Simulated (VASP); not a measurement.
The system is MgS (Niningerite).

```xyz
2
Lattice="0.0000 2.6016 2.6016 2.6016 0.0000 2.6016 2.6016 2.6016 0.0000" Properties=species:S:1:pos:R:3 pbc="T T T"
S     2.6016    2.6016    2.6016
Mg    0.0000    0.0000    0.0000
```

Base run:

| Property | Result |
| --- | --- |
| Program | VASP 6.6.1 |
| Functional | r2SCAN |
| Potentials or basis | VASP PAW PBE potentials, release 64 (S, Mg) |
| Cutoff | 520 eV |
| k mesh | 10 × 10 × 10 |
| Occupations | gaussian, width 0.02 eV |
| Spin | no spin polarisation |

Its results: band gap on the k mesh 3.43 eV, indirect (least direct gap 4.61 eV).

**Question.** After a change of settings the same cell gave: band gap on the k mesh 4.00 eV, indirect (least direct gap 5.08 eV). Which change was it?
A. functional from r2SCAN to PBEsol
B. functional from r2SCAN to LDA; potentials or basis from VASP PAW PBE potentials, release 64 (S, Mg) to VASP PAW LDA potentials, release 64 (S, Mg)
C. functional from r2SCAN to TB-mBJ

**Answer.** C.
